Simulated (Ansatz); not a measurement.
**Cu in Ansatz: the effect of functional**

The system is Cu.

```xyz
2
Lattice="1.2020 -3.9226 0.0000 1.2020 3.9226 0.0000 0.0000 0.0000 2.4420" Properties=species:S:1:pos:R:3 pbc="T T T"
Cu    1.2020   -2.8724    1.8315
Cu    1.2020    2.8724    0.6105
```

This isn't the form of Cu at room conditions, which is fcc.

The cell isn't the ideal one: volume scaled by 0.96.

Alike in all runs:

```yaml
Program: Ansatz 0.2.0
Task: single point
Potentials_or_basis: Ansatz PAW
k_mesh: 11 × 11 × 11
Occupations: fermi-dirac, width 0.05 eV
Spin: no spin polarisation
```

One run gave: pressure 6.9 GPa; largest force 0.07 eV/Å. Which functional did it use?
A. r2SCAN
B. LDA
C. PBEsol

A.

```tsv
functional	cutoff	pressure (GPa)	largest force (eV/Å)
LDA	420 eV (not typed: the program's choice for these potentials)	-1.5	0.01
PBEsol	420 eV (not typed: the program's choice for these potentials)	5.0	0.05
r2SCAN	500 eV (not typed: the program's choice for these potentials)	6.9	0.07
```

Caveats: the PAW data sets come from PBE, with cores solved anew for the run's functional, which leaves a small shift of forces and pressure.
